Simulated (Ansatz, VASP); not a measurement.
One calculation of HfB2, two programs

```
Hf B
1.0
     3.16080    0.00000    0.00000
    -1.58040    2.73733    0.00000
     0.00000    0.00000    3.50305
Hf B
1 2
Direct
  0.00000 0.00000 0.00000
  0.66667 0.33333 0.50000
  0.33333 0.66667 0.50000
```

Change from the starting cell: volume scaled by 1.02.

Alike in both runs: task single point; functional PBEsol; k mesh 10 × 10 × 8; occupations fermi-dirac, width 0.05 eV; no spin polarisation.

|  | VASP | Ansatz |
| --- | --- | --- |
| version | VASP 6.6.1 | Ansatz 0.2.0 |
| potentials or method | VASP PAW PBE potentials, release 64 (Hf_pv, B) | Ansatz PAW |
| plane-wave cutoff (eV) | 520 | 420 |
| valence electrons in the cell | 16 | 32 |

|  | VASP | Ansatz | Ansatz less VASP |
| --- | --- | --- | --- |
| gap on the k mesh at the Fermi level (eV) | none | none | - |
| pressure (GPa) | -9.2 | -9.0 | +0.18 |
| largest component of the traceless stress (GPa) | 0.05 | 0.18 | +0.125 |

A gap of «none» marks a metal or a gap that the smearing closes. The functional is the same, so the differences come from potentials, cutoffs and numerics. The two sets of potentials don't hold the same shells in valence.

Caveats: the PAW data sets were made with another functional, which shifts forces and pressure a little (VASP); the PAW data sets come from PBE, with cores solved anew for the run's functional, which leaves a small shift of forces and pressure (Ansatz). Spin-orbit coupling is left out, which matters for the levels of Hf.
